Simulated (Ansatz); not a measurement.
# SnO2: under pressure

An exercise on one series of results from a longer session: the logs are not shown, and one member is left open.

Program: Ansatz 0.2.0. Level of theory: DFT r2SCAN, scalar-relativistic, plane waves, PAW. These are calculated values, not measurements.

2 further runs of the same task are left out: 2 set aside as unsound or not needed.

## The system as given

The structure is orthorhombic, space group Pbcn (No. 60). The conventional cell has a = 4.732 Å, b = 5.743 Å, c = 5.238 Å, α = 90.00°, β = 90.00°, γ = 90.00°. Sn (site symmetry 2) has 6 O at 2.03 to 2.11 Å in its first shell of neighbours. O (site symmetry 1) has 3 Sn at 2.03 to 2.11 Å in its first shell of neighbours.

Coordinates:

```cif
data_structure
_symmetry_space_group_name_H-M 'Pbcn'
_symmetry_Int_Tables_number 60
_cell_length_a 4.7323
_cell_length_b 5.7434
_cell_length_c 5.2381
_cell_angle_alpha 90.000
_cell_angle_beta 90.000
_cell_angle_gamma 90.000
_cell_volume 142.37
loop_
_atom_site_label
_atom_site_type_symbol
_atom_site_symmetry_multiplicity
_atom_site_Wyckoff_symbol
_atom_site_fract_x
_atom_site_fract_y
_atom_site_fract_z
_atom_site_occupancy
Sn1 Sn 4 c 0.50000 0.66519 0.75000 1
O1 O 8 d 0.72980 0.60762 0.07888 1
```

It goes back to an entry of the Materials Project, which need not be the stable form.

This cell was relaxed beforehand with the same method: volume 11.86 Å³/atom, gap on the mesh 2.08 eV.

Set-up of the first run:

Input file input.yaml:

```yaml
crystal:
  lattice:
    - [4.7627720674, 0.0, 0.0]
    - [0.0, 5.7803851029, 0.0]
    - [0.0, 0.0, 5.271879243]
  atoms:
    - { symbol: Sn, position: [0.5, 0.6651905254, 0.75] }
    - { symbol: Sn, position: [0.0, 0.8348094746, 0.25] }
    - { symbol: Sn, position: [0.5, 0.3348094746, 0.25] }
    - { symbol: Sn, position: [0.0, 0.1651905254, 0.75] }
    - { symbol: O, position: [0.7297996665, 0.6076164234, 0.0788779036] }
    - { symbol: O, position: [0.2297996665, 0.8923835766, 0.9211220964] }
    - { symbol: O, position: [0.7702003335, 0.8923835766, 0.5788779036] }
    - { symbol: O, position: [0.2702003335, 0.6076164234, 0.4211220964] }
    - { symbol: O, position: [0.7297996665, 0.3923835766, 0.5788779036] }
    - { symbol: O, position: [0.2297996665, 0.1076164234, 0.4211220964] }
    - { symbol: O, position: [0.7702003335, 0.1076164234, 0.0788779036] }
    - { symbol: O, position: [0.2702003335, 0.3923835766, 0.9211220964] }
basis:
  ecutwfc: 500
kpoints:
  mp_grid: { grid: [6, 6, 6] }
hamiltonian:
  xc: r2scan
scf:
  occupations: { method: gaussian, width: 0.02 }
output:
  forces: true
  stress: true
  eigenvalues: true
relax:
  adjacent_minimum: "off"
  f_tol: 0.008
  max_steps: 50
  cell: { stress_tol: 0.08, p_target: -2.0 }
```

On the command line:

```sh
ansatz run input.yaml --threads 2 --pin off --max-ram 5120MiB --backend cpu --events-out ev --progress --plain --runs-dir out
```

Steps of the session up to this table: -2 GPa; The gap over the whole zone at -2 GPa; Relaxing at 2 GPa; Band edges over the zone at 2 GPa; Target pressure 5 GPa; The gap over the whole zone at 5 GPa; 10 GPa; Seeking the band edges at 10 GPa; Target pressure 20 GPa; Seeking the band edges at 20 GPa.

One table of the session follows, with a row left open; its other results are not shown here.

Lengths are those of the vectors of the cell that was run:

| P (GPa) | V (Å³/atom) | a (Å) | b (Å) | c (Å) | ΔH (eV/atom) |
| --- | --- | --- | --- | --- | --- |
| -2 | 11.99 | 4.749 | 5.764 | 5.255 | -0.149 |
| 0 | 11.86 | 4.732 | 5.743 | 5.238 | 0.000 |
| 2 | 11.75 | 4.716 | 5.725 | 5.223 | 0.147 |
| 5 | ? | ? | ? | ? | ? |
| 10 | 11.34 | 4.666 | 5.645 | 5.165 | 0.723 |
| 20 | 10.90 | 4.624 | 5.551 | 5.096 | 1.417 |

**Question.** Estimate the row for P (GPa) = 5.

Worked estimate for «V (Å³/atom)». A straight line through the neighbours (2, 11.75) and (10, 11.34) gives 11.75 + (11.34 − 11.75) × (5 − 2) / (10 − 2) = 11.60; a parabola fitted to 4 rows on both sides gives 11.59.

**Answer.** V (Å³/atom): 11.59; a (Å): 4.696; b (Å): 5.693; c (Å): 5.200; ΔH (eV/atom): 0.366. In «V (Å³/atom)» the line misses by +0.01 and the parabola by 0.00.

ΔH is E + PV over the energy at zero pressure; a, b and c are the vectors of the computed cell.
